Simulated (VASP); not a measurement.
# CdS (Greenockite) (P6_3mc) in VASP: a series of runs, part 2 of 2

VASP 6.6.1. The steps go on from the part before.

## (3) Single point, PBE, spin-orbit coupling, no magnetisation

The input, INCAR:

```
ALGO     = Normal         # electronic algorithm
EDIFF    = 1E-7           # SCF threshold, eV
ENCUT    = 600            # plane-wave cutoff, eV
GGA      = PE             # functional
GGA_COMPAT= F            
ISIF     = 2              # what is computed and relaxed
ISMEAR   = 0              # smearing method
LASPH    = T              # aspherical terms in the spheres
LCHARG   = F              # write CHGCAR
LORBIT   = 11             # projections on sites
LREAL    = F              # projectors in reciprocal space
LSORBIT  = T              # spin-orbit coupling
LWAVE    = F              # write WAVECAR
MAGMOM   = 0 0 0 0 0 0 0 0 0 0 0 0 # initial moments
NBANDS   = 52             # bands
NELM     = 100            # most SCF steps
PREC     = Accurate       # precision mode
SIGMA    = 0.02           # smearing width, eV
```

The input, KPOINTS:

```
k-points
0
Gamma
  3 3 2
```

The input, POSCAR:

```
CdS
1.0
    4.1500000000      0.0000000000      0.0000000000
   -2.0750000000      3.5940054257      0.0000000000
    0.0000000000      0.0000000000      6.7370000000
Cd S
2 2
Direct
    0.6666666667      0.3333333333      0.5000000000
    0.3333333333      0.6666666667      0.0000000000
    0.6666666667      0.3333333333      0.8750000000
    0.3333333333      0.6666666667      0.3750000000
```

Potentials or basis: VASP PAW PBE potentials, release 64 (Cd, S).

On the command line:

```
$ cat potpaw_PBE.64/Cd/POTCAR potpaw_PBE.64/S/POTCAR > POTCAR
$ mpirun -np 1 vasp_ncl > vasp.out
```

OUTCAR:

```text
EDIFF = 1E-7
   ENCUT = 600
   GGA = PE
   ISIF = 2
   ISMEAR = 0
   LASPH = T
   LORBIT = 11
   LREAL = F
   LSORBIT = T
   NELM = 100
   PREC = Accurate

 Found      6 irreducible k-points:

 Following reciprocal coordinates:
            Coordinates               Weight
  0.000000  0.000000  0.000000      1.000000
  0.333333  0.000000  0.000000      6.000000
  0.333333  0.333333  0.000000      2.000000
  0.000000  0.000000  0.500000      1.000000
  0.333333  0.000000  0.500000      6.000000
  0.333333  0.333333  0.500000      2.000000
   k-points           NKPTS =      6   k-points in BZ     NKDIM =      6   number of bands    NBANDS=     52
   number of dos      NEDOS =    301   number of ions     NIONS =      4
[... 497 lines left out ...]
     0.0000000     0.0000000     0.0000000     0.0000000     0.0000000     0.0000000     0.0000000
     0.0000000     0.0000000     0.0000000     0.0000000     0.0000000     0.0000000     0.0000000
     0.0000000     0.0000000     0.0000000     0.0000000     0.0000000     0.0000000     0.0000000

 total charge

# of ion       s       p       d       tot
------------------------------------------
    1        0.416   0.321   9.569  10.306
    2        0.416   0.321   9.569  10.306
    3        1.317   2.414   0.000   3.730
    4        1.317   2.414   0.000   3.730
--------------------------------------------------
tot          3.465   5.470  19.137  28.072

 magnetization (x)

# of ion       s       p       d       tot
------------------------------------------
    1        0.000   0.000  -0.000  -0.000
    2        0.000   0.000   0.000   0.000
    3        0.000   0.000   0.000   0.000
    4        0.000   0.000   0.000   0.000
--------------------------------------------------
tot          0.000   0.000  -0.000   0.000

 magnetization (y)

# of ion       s       p       d       tot
------------------------------------------
    1        0.000   0.000   0.000   0.000
    2        0.000   0.000   0.000   0.000
    3        0.000   0.000   0.000   0.000
    4        0.000   0.000   0.000   0.000
--------------------------------------------------
tot          0.000   0.000   0.000   0.000

 magnetization (z)

# of ion       s       p       d       tot
------------------------------------------
    1        0.000  -0.000   0.000   0.000
    2        0.000  -0.000   0.000  -0.000
    3       -0.000   0.000   0.000   0.000
    4       -0.000   0.000   0.000   0.000
--------------------------------------------------
tot          0.000   0.000   0.000   0.000
```

OSZICAR:

```text
N       E                     dE             d eps       ncg     rms          rms(c)
DAV:   1     0.279659280684E+03    0.27966E+03   -0.18677E+04   624   0.143E+03
DAV:   2     0.444311983416E+01   -0.27522E+03   -0.26363E+03   696   0.348E+02
DAV:   3    -0.130762286338E+02   -0.17519E+02   -0.17380E+02   724   0.870E+01
DAV:   4    -0.133100514624E+02   -0.23382E+00   -0.23345E+00   704   0.956E+00
DAV:   5    -0.133139724348E+02   -0.39210E-02   -0.39204E-02   732   0.122E+00    0.113E+01
DAV:   6    -0.121901670423E+02    0.11238E+01   -0.17991E+00   748   0.145E+01    0.892E+00
DAV:   7    -0.121738250139E+02    0.16342E-01   -0.87373E-01   648   0.506E+00    0.413E+00
DAV:   8    -0.121697517613E+02    0.40733E-02   -0.10710E-01   660   0.330E+00    0.784E-01
DAV:   9    -0.121679467791E+02    0.18050E-02   -0.12630E-02   680   0.139E+00    0.387E-01
DAV:  10    -0.121683860549E+02   -0.43928E-03   -0.16292E-03   660   0.257E-01    0.112E-01
DAV:  11    -0.121686420182E+02   -0.25596E-03   -0.74356E-04   700   0.295E-01    0.809E-02
DAV:  12    -0.121687033228E+02   -0.61305E-04   -0.22730E-04   636   0.112E-01    0.242E-02
DAV:  13    -0.121687027779E+02    0.54490E-06   -0.11300E-05   704   0.199E-02    0.156E-02
DAV:  14    -0.121687042744E+02   -0.14965E-05   -0.67606E-06   636   0.206E-02    0.116E-02
DAV:  15    -0.121687042194E+02    0.55049E-07   -0.37303E-07   716   0.458E-03
   1 F= -.12168704E+02 E0= -.12168704E+02  d E =-.850268E-17  mag=    -0.0000     0.0000     0.0000
```

stdout:

```text
POSCAR found type information on POSCAR CdS
 POSCAR found :  2 types and       4 ions
 scaLAPACK will be used
 LDA part: xc-table for (Slater+PW92), standard interpolation
 POSCAR, INCAR and KPOINTS ok, starting setup
 FFT: planning ... GRIDC
 FFT: planning ... GRID_SOFT
 FFT: planning ... GRID
 WAVECAR not read
 entering main loop
```

Run time: 82 s. Hardware: 1 thread of AMD EPYC 7R13 (Zen 3), shared host; peak memory 0.49 GiB.

These settings aren't checked as converged: the numbers below hold their error.

What came out:

| Property | Result |
| --- | --- |
| Free energy | -12.1687 eV |
| Pressure | 2.7 GPa |
| Largest force | 0.019 eV/Å |
| Valence electrons inside the program's atomic spheres | Cd 10.31; S 3.73 |

Caveat: the k mesh is coarse (spacing up to 0.58 Å⁻¹), so the values aren't converged.

## (4) Single point, PBE, spin-orbit coupling, no magnetisation

Changes to INCAR since step 3:

```diff
@@ -2,3 +2,3 @@
 EDIFF    = 1E-7           # SCF threshold, eV
-ENCUT    = 600            # plane-wave cutoff, eV
+ENCUT    = 500            # plane-wave cutoff, eV
 GGA      = PE             # functional
```

The input, KPOINTS:

```
k-points
0
Gamma
  4 4 2
```

POSCAR is that of step 3.

On the command line:

```
$ cat potpaw_PBE.64/Cd/POTCAR potpaw_PBE.64/S/POTCAR > POTCAR
$ mpirun -np 1 vasp_ncl > vasp.out
```

Wall time 67 s (1 thread of AMD EPYC 7R13 (Zen 3), shared host); peak memory 0.35 GiB.

The run converged, but some of its settings lie outside the range that counts as converged, so its numbers aren't taken as properties of the crystal.

Results:

| Item | Value |
| --- | --- |
| Free energy | -12.2916 eV |
| Pressure | 2.4 GPa |
| Largest force | 0.056 eV/Å |
| Valence electrons inside the program's atomic spheres | Cd 10.31; S 3.73 |

Caveat: the k mesh is coarse (spacing up to 0.47 Å⁻¹), so the values aren't converged.

## (5) Single point, PBE, spin-orbit coupling, no magnetisation

Changes to INCAR since step 4:

```diff
@@ -2,3 +2,3 @@
 EDIFF    = 1E-7           # SCF threshold, eV
-ENCUT    = 500            # plane-wave cutoff, eV
+ENCUT    = 600            # plane-wave cutoff, eV
 GGA      = PE             # functional
```

KPOINTS is that of step 4.

POSCAR is that of step 4.

Potentials or basis: VASP PAW PBE potentials, release 64 (Cd, S).

On the command line:

```
$ cat potpaw_PBE.64/Cd/POTCAR potpaw_PBE.64/S/POTCAR > POTCAR
$ mpirun -np 1 vasp_ncl > vasp.out
```

OUTCAR:

```text
EDIFF = 1E-7
   ENCUT = 600
   GGA = PE
   ISIF = 2
   ISMEAR = 0
   LASPH = T
   LORBIT = 11
   LREAL = F
   LSORBIT = T
   NELM = 100
   PREC = Accurate

 Found      8 irreducible k-points:

 Following reciprocal coordinates:
            Coordinates               Weight
  0.000000  0.000000  0.000000      1.000000
  0.250000 -0.000000  0.000000      6.000000
  0.500000 -0.000000  0.000000      3.000000
  0.250000  0.250000  0.000000      6.000000
  0.000000  0.000000  0.500000      1.000000
  0.250000 -0.000000  0.500000      6.000000
   k-points           NKPTS =      8   k-points in BZ     NKDIM =      8   number of bands    NBANDS=     52
   number of dos      NEDOS =    301   number of ions     NIONS =      4
[... 500 lines left out ...]
     0.0000000     0.0000000     0.0000000     0.0000000     0.0000000     0.0000000     0.0000000
     0.0000000     0.0000000     0.0000000     0.0000000     0.0000000     0.0000000     0.0000000
     0.0000000     0.0000000     0.0000000     0.0000000     0.0000000     0.0000000     0.0000000

 total charge

# of ion       s       p       d       tot
------------------------------------------
    1        0.420   0.320   9.567  10.308
    2        0.420   0.320   9.567  10.308
    3        1.321   2.404   0.000   3.724
    4        1.321   2.404   0.000   3.724
--------------------------------------------------
tot          3.482   5.448  19.134  28.064

 magnetization (x)

# of ion       s       p       d       tot
------------------------------------------
    1       -0.000   0.000   0.000   0.000
    2        0.000   0.000  -0.000   0.000
    3        0.000   0.000   0.000   0.000
    4       -0.000   0.000   0.000   0.000
--------------------------------------------------
tot         -0.000   0.000   0.000   0.000

 magnetization (y)

# of ion       s       p       d       tot
------------------------------------------
    1       -0.000   0.000   0.000  -0.000
    2       -0.000   0.000   0.000  -0.000
    3        0.000   0.000   0.000   0.000
    4        0.000   0.000   0.000   0.000
--------------------------------------------------
tot         -0.000   0.000   0.000  -0.000

 magnetization (z)

# of ion       s       p       d       tot
------------------------------------------
    1       -0.000   0.000   0.000   0.000
    2       -0.000  -0.000   0.000  -0.000
    3        0.000  -0.000   0.000  -0.000
    4       -0.000   0.000   0.000   0.000
--------------------------------------------------
tot         -0.000   0.000   0.000  -0.000
```

OSZICAR:

```text
N       E                     dE             d eps       ncg     rms          rms(c)
DAV:   1     0.283932385308E+03    0.28393E+03   -0.18704E+04   832   0.143E+03
DAV:   2     0.532571924100E+01   -0.27861E+03   -0.26645E+03   932   0.349E+02
DAV:   3    -0.131231897542E+02   -0.18449E+02   -0.18292E+02   960   0.886E+01
DAV:   4    -0.133903595580E+02   -0.26717E+00   -0.26676E+00   924   0.101E+01
DAV:   5    -0.133945817556E+02   -0.42222E-02   -0.42219E-02   956   0.125E+00    0.113E+01
DAV:   6    -0.123111059531E+02    0.10835E+01   -0.17771E+00   988   0.144E+01    0.888E+00
DAV:   7    -0.122974770071E+02    0.13629E-01   -0.82779E-01   864   0.493E+00    0.406E+00
DAV:   8    -0.122927954910E+02    0.46815E-02   -0.10406E-01   880   0.323E+00    0.769E-01
DAV:   9    -0.122909693381E+02    0.18262E-02   -0.11941E-02   900   0.135E+00    0.371E-01
DAV:  10    -0.122913654550E+02   -0.39612E-03   -0.16332E-03   904   0.263E-01    0.109E-01
DAV:  11    -0.122915624488E+02   -0.19699E-03   -0.66691E-04   920   0.281E-01    0.768E-02
DAV:  12    -0.122916326551E+02   -0.70206E-04   -0.20821E-04   852   0.999E-02    0.246E-02
DAV:  13    -0.122916322388E+02    0.41630E-06   -0.85414E-06   936   0.173E-02    0.153E-02
DAV:  14    -0.122916333504E+02   -0.11116E-05   -0.52204E-06   852   0.177E-02    0.100E-02
DAV:  15    -0.122916333258E+02    0.24544E-07   -0.35818E-07   952   0.429E-03
   1 F= -.12291633E+02 E0= -.12291633E+02  d E =-.126521E-25  mag=    -0.0000    -0.0000     0.0000
```

Run time: 1.7 min. Hardware: 1 thread of AMD EPYC 7R13 (Zen 3), shared host; peak memory 0.5 GiB.

The run converged, but some of its settings lie outside the range that counts as converged, so its numbers aren't taken as properties of the crystal.

What came out:

```
Free energy                                           : -12.2916 eV
Pressure                                              : 2.4 GPa
Largest force                                         : 0.056 eV/Å
Valence electrons inside the program's atomic spheres : Cd 10.31; S 3.72
```

Caveat: the k mesh is coarse (spacing up to 0.47 Å⁻¹), so the values aren't converged.

## (6) The reference run

An earlier run on the cell as given: functional PBEsol; potentials or basis VASP PAW PBE potentials, release 64 (Cd, S); cutoff 520 eV; k mesh 7 × 7 × 4; occupations fermi-dirac, width 0.05 eV; no spin polarisation.

- Pressure: -0.6 GPa
- Largest force: 0.067 eV/Å
- Band gap on the k mesh: 1.06 eV, direct
